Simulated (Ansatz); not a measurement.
Method: DFT PBE, scalar-relativistic, plane waves, PAW in Ansatz 0.2.0. Settings: cutoff 420 eV, Γ-centred meshes spaced at most about 0.3 Å⁻¹, and about 0.25 Å⁻¹ or finer for metals (2π included), Gaussian smearing. No spin polarisation.

The zero of energy is the elements' standard structures at the same level; no fitted shifts are applied.

These are static total energies at zero pressure. The comparison covers the computed candidates alone. Spin–orbit coupling, which can matter for Hf, is left out.

A search for Hf2Si3 gave 4 distinct relaxed structures. Coordination counts Si atoms around Hf (those within 1.25 times the shortest such distance or 1.15 times the sum of covalent radii). Cells relaxed within their symmetry can be saddle points.

Question: What is the best candidate for Hf2Si3?

Answer: The one with the La2O3 (A sesquioxide) type, space group P-3m1 (No. 164), reached from: Mg3Sb2 type (P-3m1). It has a = 3.731 Å, c = 7.613 Å, 18.4 Å³/atom, no gap on the mesh. Hf has 3 Si at 2.62 Å and 4 Si at 2.79–2.86 Å; around Si on a site of symmetry -3m lie 6 Hf at 2.62 Å; Si on a site of symmetry 3m has 3 Si at 2.42 Å and 4 Hf at 2.79–2.86 Å. Its energy over the elements is −0.52 eV/atom. It lies below the elements, which doesn't yet make it stable against other compounds or structures. An observed structure of this formula, if there is one, may be missing.

```yaml
crystal:
  lattice:
    - [3.73095, 0.00000, 0.00000]
    - [-1.86547, 3.23109, 0.00000]
    - [0.00000, 0.00000, 7.61325]
  atoms:
    - { symbol: Hf, position: [0.33333, 0.66667, 0.80418] }
    - { symbol: Hf, position: [0.66667, 0.33333, 0.19582] }
    - { symbol: Si, position: [0.00000, 0.00000, 0.00000] }
    - { symbol: Si, position: [0.33333, 0.66667, 0.42809] }
    - { symbol: Si, position: [0.66667, 0.33333, 0.57191] }
```

Question: How much higher is the P6/mmm structure with 23.3 Å³/atom and coordination Hf 1 (reached from: random cell)?

Answer: 1.66 eV/atom. It has no gap on its mesh. It holds Si–Si nets (shortest 2.39 Å).

Question: How much higher is the Cmmm structure with 28.7 Å³/atom and coordination Hf 1 (reached from: random cell)?

Answer: 1.99 eV/atom. It has no gap on its mesh. It holds Si–Si nets (shortest 2.27 Å).
